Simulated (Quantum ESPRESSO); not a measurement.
# CaSe (Fm-3m) in Quantum ESPRESSO: reference runs

Reference runs on CaSe: the cell as given and a disturbed copy.

Everything below comes from runs of Quantum ESPRESSO 7.5. Logs are shortened: lines on timing, memory, paths and dates and some standing lists are left out, and cuts for length are marked.

**The experiment to reproduce.**

From a printed reference work, monograph, original work of 1988, for a bulk crystal of CaSe at 2 K: band gap 3.85 eV (indirect).

How close the calculation comes is told below.

## Step 1: Starting point

Symmetry: Fm-3m, No. 225, cubic system. The conventional cell has a = 5.912 Å, b = 5.912 Å, c = 5.912 Å, α = 90.00°, β = 90.00°, γ = 90.00°. Se (site symmetry m-3m) has 6 Ca at 2.96 Å as nearest neighbours. Around Ca (site symmetry m-3m) lie 6 Se at 2.96 Å.

## Step 2: Single point, PBE

File pw.in:

```
&CONTROL
  calculation = 'scf'
  prefix = 'pwscf'
  outdir = './tmp'
  pseudo_dir = './pseudo'
  tprnfor = .true.
  tstress = .true.
  disk_io = 'low'
/
&SYSTEM
  ibrav = 0
  nat = 2
  ntyp = 2
  ecutwfc = 55
  ecutrho = 440
  nbnd = 14
  occupations = 'smearing'
  smearing = 'fd'
  degauss = 0.00367493
/
&ELECTRONS
  conv_thr = 4d-10
  electron_maxstep = 120
  mixing_beta = 0.5
/
ATOMIC_SPECIES
Se    78.9710 Se_pbe_v1.uspp.F.UPF
Ca    40.0780 Ca_pbe_v1.uspp.F.UPF
CELL_PARAMETERS angstrom
   0.0000000000    2.9560000000    2.9560000000
   2.9560000000    0.0000000000    2.9560000000
   2.9560000000    2.9560000000    0.0000000000
ATOMIC_POSITIONS crystal
Se     0.5000000000    0.5000000000    0.5000000000
Ca     0.0000000000    0.0000000000    0.0000000000
K_POINTS automatic
8 8 8 0 0 0
```

File pp_density.in:

```
&INPUTPP
  prefix = 'pwscf'
  outdir = './tmp'
  filplot = 'density.dat'
  plot_num = 0
/
&PLOT
  nfile = 1
  filepp(1) = 'density.dat'
  iflag = 3
  output_format = 6
  fileout = 'density.cube'
/
```

File pp_potential.in:

```
&INPUTPP
  prefix = 'pwscf'
  outdir = './tmp'
  filplot = 'potential.dat'
  plot_num = 11
/
&PLOT
  nfile = 1
  filepp(1) = 'potential.dat'
  iflag = 3
  output_format = 6
  fileout = 'potential.cube'
/
```

Potentials or basis: SSSP 1.3 efficiency PBE.

Started as:

```sh
> OMP_NUM_THREADS=1 pw.x -in pw.in > pw.out
> OMP_NUM_THREADS=1 pp.x -in pp_density.in > pp_density.out
> OMP_NUM_THREADS=1 pp.x -in pp_potential.in > pp_potential.out
```

pw.out:

```text
This program is part of the open-source Quantum ESPRESSO suite
     for quantum simulation of materials; please cite
[... 9 lines left out ...]
     --------------------
     sticks:   dense  smooth     PW     G-vecs:    dense   smooth      PW
     Sum        1891     955    283                54313    19195    3143

     Using Slab Decomposition

     bravais-lattice index     =            0
     lattice parameter (alat)  =       7.8998  a.u.
     unit-cell volume          =     348.6100 (a.u.)^3
     number of atoms/cell      =            2
     number of atomic types    =            2
     number of electrons       =        16.00
     number of Kohn-Sham states=           14
     kinetic-energy cutoff     =      55.0000  Ry
     charge density cutoff     =     440.0000  Ry
     scf convergence threshold =      4.0E-10
     mixing beta               =       0.5000
     number of iterations used =            8  plain     mixing
     Exchange-correlation= SLA  PW   PBE  PBE
                           (   1   4   3   4   0   0   0)

     celldm(1)=   7.899840  celldm(2)=   0.000000  celldm(3)=   0.000000
     celldm(4)=   0.000000  celldm(5)=   0.000000  celldm(6)=   0.000000

     crystal axes: (cart. coord. in units of alat)
               a(1) = (   0.000000   0.707107   0.707107 )
               a(2) = (   0.707107   0.000000   0.707107 )
               a(3) = (   0.707107   0.707107   0.000000 )

     reciprocal axes: (cart. coord. in units 2 pi/alat)
               b(1) = ( -0.707107  0.707107  0.707107 )
               b(2) = (  0.707107 -0.707107  0.707107 )
               b(3) = (  0.707107  0.707107 -0.707107 )

     PseudoPot. # 1 for Se read from file:
     Se_pbe_v1.uspp.F.UPF
     Pseudo is Ultrasoft + core correction, Zval =  6.0
     Generated by new atomic code, or converted to UPF format
     Using radial grid of  877 points,  6 beta functions with:
                l(1) =   0
                l(2) =   0
                l(3) =   1
                l(4) =   1
                l(5) =   2
                l(6) =   2
     Q(r) pseudized with  8 coefficients,  rinner =    1.300   1.300   1.300
                                                       1.300   1.300

     PseudoPot. # 2 for Ca read from file:
     Ca_pbe_v1.uspp.F.UPF
     Pseudo is Ultrasoft + core correction, Zval = 10.0
     Generated by new atomic code, or converted to UPF format
     Using radial grid of  845 points,  6 beta functions with:
                l(1) =   0
                l(2) =   0
                l(3) =   1
                l(4) =   1
                l(5) =   2
                l(6) =   2
     Q(r) pseudized with  8 coefficients,  rinner =    1.500   1.500   1.500
                                                       1.500   1.500

     atomic species   valence    mass     pseudopotential
     Se                6.00    78.97100     Se( 1.00)
     Ca               10.00    40.07800     Ca( 1.00)

     48 Sym. Ops., with inversion, found

   Cartesian axes

     site n.     atom                  positions (alat units)
         1        Se     tau(   1) = (   0.7071068   0.7071068   0.7071068  )
         2        Ca     tau(   2) = (   0.0000000   0.0000000   0.0000000  )

     number of k points=    29  Fermi-Dirac smearing, width (Ry)=  0.0037
                       cart. coord. in units 2pi/alat
        k(    1) = (   0.0000000   0.0000000   0.0000000), wk =   0.0039062
        k(    2) = (   0.0883883   0.0883883  -0.0883883), wk =   0.0312500
        k(    3) = (   0.1767767   0.1767767  -0.1767767), wk =   0.0312500
        k(    4) = (   0.2651650   0.2651650  -0.2651650), wk =   0.0312500
        k(    5) = (  -0.3535534  -0.3535534   0.3535534), wk =   0.0156250
        k(    6) = (   0.1767767   0.0000000   0.0000000), wk =   0.0234375
[... 21 lines left out ...]
        k(   28) = (  -0.7071068   0.1767767  -0.0000000), wk =   0.0468750
        k(   29) = (  -0.7071068   0.3535534   0.0000000), wk =   0.0234375

     Dense  grid:    54313 G-vectors     FFT dimensions: (  54,  54,  54)

     Smooth grid:    19195 G-vectors     FFT dimensions: (  40,  40,  40)

     Initial potential from superposition of free atoms

     starting charge      15.9945, renormalised to      16.0000
     Starting wfcs are   14 randomized atomic wfcs

     Self-consistent Calculation

     iteration #  1     ecut=    55.00 Ry     beta= 0.50
     Davidson diagonalization with overlap
     ethr =  1.00E-02,  avg # of iterations =  3.1

     Threshold (ethr) on eigenvalues was too large:
     Diagonalizing with lowered threshold

     Davidson diagonalization with overlap
     ethr =  2.98E-04,  avg # of iterations =  2.8

     total energy              =    -118.81687808 Ry
     estimated scf accuracy    <       0.04488533 Ry

     iteration #  2     ecut=    55.00 Ry     beta= 0.50
     Davidson diagonalization with overlap
     ethr =  2.81E-04,  avg # of iterations =  2.0
[... 36 lines left out ...]
     total energy              =    -118.82567342 Ry
     estimated scf accuracy    <          3.1E-09 Ry

     iteration #  8     ecut=    55.00 Ry     beta= 0.50
     Davidson diagonalization with overlap
     ethr =  1.91E-11,  avg # of iterations =  4.6

     End of self-consistent calculation

          k = 0.0000 0.0000 0.0000 (  2421 PWs)   bands (ev):

   -33.7249 -14.7140 -14.7140 -14.7140  -5.7608   6.0420   6.0420   6.0420
     9.3956   9.7492   9.7492   9.7492  10.3175  10.3175

          k = 0.0884 0.0884-0.0884 (  2400 PWs)   bands (ev):

   -33.7239 -14.7312 -14.7152 -14.7152  -5.6680   5.2750   5.8022   5.8022
     9.6565   9.9610   9.9610  10.3712  10.7239  10.7239
[... 83 lines left out ...]
   -33.7163 -14.7924 -14.7525 -14.7435  -5.1645   3.5539   4.7442   5.0643
     8.5126  11.2935  11.5788  11.9644  12.0014  12.1385

          k = 0.0000-0.5303 0.5303 (  2382 PWs)   bands (ev):

   -33.7161 -14.7824 -14.7737 -14.7380  -5.1046   3.7819   3.9920   4.9280
     9.3169  11.7234  11.7611  11.7676  11.9871  12.6580

          k =-0.7071 0.0000 0.0000 (  2402 PWs)   bands (ev):

   -33.7160 -14.7966 -14.7472 -14.7472  -5.1809   3.5168   5.1063   5.1063
     8.0659  11.0840  11.1067  12.0727  12.0840  12.0840

          k = 0.3536 0.1768 0.0000 (  2403 PWs)   bands (ev):

   -33.7198 -14.7781 -14.7365 -14.7229  -5.3126   3.7254   5.0837   5.1384
     9.4590  10.7257  11.2112  11.2339  11.8807  13.6296

          k =-0.2652-0.4419 0.6187 (  2404 PWs)   bands (ev):
[... 16 lines left out ...]
   -33.7163 -14.7876 -14.7629 -14.7424  -5.1008   3.6624   4.2155   4.7239
     9.7059  11.1800  11.5578  11.9347  12.0339  13.3925

          k = 0.0000-0.3536 0.5303 (  2399 PWs)   bands (ev):

   -33.7166 -14.7882 -14.7657 -14.7357  -5.0914   3.5687   4.1772   4.7307
    10.5554  10.6067  11.4112  11.8651  12.3327  13.8890

          k =-0.7071 0.1768-0.0000 (  2396 PWs)   bands (ev):

   -33.7159 -14.7893 -14.7544 -14.7505  -5.1366   3.6510   4.6831   4.7071
     8.8650  11.1751  11.7226  11.8853  12.0868  12.3394

          k =-0.7071 0.3536 0.0000 (  2400 PWs)   bands (ev):

   -33.7159 -14.7718 -14.7718 -14.7537  -5.0914   4.0571   4.0571   4.3668
    10.4447  10.4447  11.2924  11.7818  12.0897  14.6851

     the Fermi energy is     7.0788 ev

!    total energy              =    -118.82567343 Ry
     estimated scf accuracy    <          8.8E-11 Ry
     smearing contrib. (-TS)   =      -0.00000000 Ry
     internal energy E=F+TS    =    -118.82567343 Ry

     The total energy is F=E-TS. E is the sum of the following terms:
     one-electron contribution =     -28.99293027 Ry
     hartree contribution      =      19.42223587 Ry
     xc contribution           =     -41.73751753 Ry
     ewald contribution        =     -67.51746150 Ry

     convergence has been achieved in   8 iterations

     Forces acting on atoms (cartesian axes, Ry/au):

     atom    1 type  1   force =     0.00000000   -0.00000000   -0.00000000
     atom    2 type  2   force =     0.00000000    0.00000000   -0.00000000

     Total force =     0.000000     Total SCF correction =     0.000000

     Computing stress (Cartesian axis) and pressure

          total   stress  (Ry/bohr**3)                   (kbar)     P=       11.68
   0.00007938   0.00000000   0.00000000           11.68        0.00        0.00
   0.00000000   0.00007938  -0.00000000            0.00       11.68       -0.00
  -0.00000000  -0.00000000   0.00007938           -0.00       -0.00       11.68

=------------------------------------------------------------------------------=
   JOB DONE.
=------------------------------------------------------------------------------=
```

pp_density.out:

```text
This program is part of the open-source Quantum ESPRESSO suite
     for quantum simulation of materials; please cite
         "P. Giannozzi et al., J. Phys.:Condens. Matter 21 395502 (2009);
         "P. Giannozzi et al., J. Phys.:Condens. Matter 29 465901 (2017);
         "P. Giannozzi et al., J. Chem. Phys. 152 154105 (2020);
     in publications or presentations arising from this work. More details at

     IMPORTANT: XC functional enforced from input :
     Exchange-correlation= PBE
                           (   1   4   3   4   0   0   0)
     Any further DFT definition will be discarded
     Please, verify this is what you really want

     G-vector sticks info
     --------------------
     sticks:   dense  smooth     PW     G-vecs:    dense   smooth      PW
     Sum        1891     955    283                54313    19195    3143

     Using Slab Decomposition

     Calling punch_plot, plot_num =   0
     Writing data to file  density.dat
     Reading data from file  density.dat

     Writing data to be plotted to file density.cube
     Plot Type: 3D                     Output format: Gaussian cube

=------------------------------------------------------------------------------=
   JOB DONE.
=------------------------------------------------------------------------------=
```

Wall time 49 s (1 thread of Arm Neoverse N1, shared host); peak memory 0.23 GiB.

What came out:

| Property | Result |
| --- | --- |
| Free energy | -1616.7056 eV |
| Pressure | 1.2 GPa |
| Band gap on the k mesh | 2.02 eV, indirect (least direct gap 2.96 eV) |

## Step 3: Single point, PBE (atoms moved at random, drawn with an rms of 0.05 Å)

Changes to pw.in since step 2:

```diff
@@ -7,3 +7,3 @@
   tstress = .true.
-  disk_io = 'low'
+  disk_io = 'nowf'
 /
@@ -33,4 +33,4 @@
 ATOMIC_POSITIONS crystal
-Se     0.5000000000    0.5000000000    0.5000000000
-Ca     0.0000000000    0.0000000000    0.0000000000
+Se     0.4972960000    0.4850340000    0.4998740000
+Ca     0.0051850000    0.0056180000   -0.0070100000
 K_POINTS automatic
```

Potentials or basis: SSSP 1.3 efficiency PBE.

Started as:

```sh
> OMP_NUM_THREADS=1 pw.x -in pw.in > pw.out
```

Wall time 4.4 min (1 thread of Arm Neoverse N1, shared host); peak memory 0.35 GiB.

Results (log left out):

| Item | Value |
| --- | --- |
| Free energy | -1616.6920 eV |
| Pressure | 1.3 GPa |
| Largest force | 0.295 eV/Å |
| Band gap on the k mesh | 2.05 eV, indirect (least direct gap 2.97 eV) |

Forces on the atoms (eV/Å):
```
Se   0.125  0.009  0.267
Ca  -0.125 -0.009 -0.267
```

Stress tensor (GPa, compression positive):
```
 1.24  0.00 -0.05
 0.00  1.13  0.00
-0.05  0.00  1.61
```

Levels at points of the mesh, in eV from the valence-band top:
| k point | band 4 | band 5 | band 6 | band 7 | band 8 | band 9 | band 10 | band 11 | band 12 | band 13 |
| --- | --- | --- | --- | --- | --- | --- | --- | --- | --- | --- |
| (0.00, 0.00, 0.00) | -20.74 | -11.79 | -0.01 | 0.00 | 0.00 | 3.37 | 3.72 | 3.75 | 3.75 | 4.30 |
| (0.00, 0.00, -0.50) | -20.74 | -11.09 | -3.27 | -1.18 | -1.17 | 4.50 | 5.48 | 5.52 | 5.53 | 7.45 |
| (0.00, -0.50, -0.50) | -20.77 | -11.21 | -2.51 | -0.94 | -0.92 | 2.06 | 5.07 | 5.07 | 6.04 | 6.06 |
| (0.50, 0.50, 0.50) | -20.74 | -11.09 | -3.27 | -1.19 | -1.18 | 4.52 | 5.50 | 5.52 | 5.53 | 7.49 |
| (-0.50, 0.00, 0.00) | -20.74 | -11.09 | -3.27 | -1.18 | -1.17 | 4.51 | 5.48 | 5.52 | 5.53 | 7.45 |
| (0.00, -0.50, 0.00) | -20.74 | -11.09 | -3.27 | -1.19 | -1.18 | 4.52 | 5.50 | 5.52 | 5.53 | 7.49 |
| (-0.50, 0.00, -0.50) | -20.77 | -11.21 | -2.51 | -0.94 | -0.93 | 2.07 | 5.07 | 5.07 | 6.05 | 6.06 |
| (-0.50, -0.50, 0.00) | -20.77 | -11.21 | -2.51 | -0.93 | -0.92 | 2.05 | 5.07 | 5.08 | 6.02 | 6.06 |

## Step 4: How close it comes

Step 2. Measured gap of CaSe: 3.85 eV (indirect; 2 K; a printed reference work, monograph, original work of 1988). This calculation gives 2.02 eV (-1.83 eV). Spin-orbit coupling on Se is left out. The value is that of PBE on a finite k mesh, which can miss the band edges, without temperature or zero-point motion. Semilocal functionals fall short of measured gaps as a rule.
